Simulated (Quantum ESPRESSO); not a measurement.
Runs of Quantum ESPRESSO 7.5 on Te2Mo. The cell holds a slab with vacuum, 3 atoms: a = 3.560 Å, b = 3.560 Å, c = 17.524 Å, α = 90.00°, β = 90.00°, γ = 120.00°. 

| task | level | potentials or basis | form of the LDA correlation | gap on the mesh (eV) | V0 of scaled cells (Å³/atom) | B0 (GPa) | largest force (eV/Å) |
| --- | --- | --- | --- | --- | --- | --- | --- |
| band structure | PBEsol | GBRV 1.5 PBEsol | - | 1.04 | - | - | 0.06 |
| equation of state | LDA | GBRV 1.5 LDA | PZ81 | - | (b) | (a) | - |
| band structure | LDA | GBRV 1.5 LDA | PZ81 | 1.04 | - | - | 0.28 |
| equation of state | PBEsol | GBRV 1.5 PBEsol | - | - | 62.93 | 41 | - |

Alike in all rows: no spin polarisation; cell as given; k mesh 9 × 9 × 2; cutoff (eV) 612; smearing fermi-dirac 0.05 eV.

**Question.** Fill in the values left out.

**Answer.** (a) 43; (b) 61.90.

Caveats: spin-orbit coupling is left out, which moves the levels of the heavy elements (some runs); the cell was scaled at fixed shape and fractional positions, which overstates the stiffness of a crystal with free parameters, most of all of layers and chains (some runs).

A k mesh can miss the band edges, and the runs leave out spin-orbit coupling on Mo, Te.

Runs at the PBE level aren't shown here.
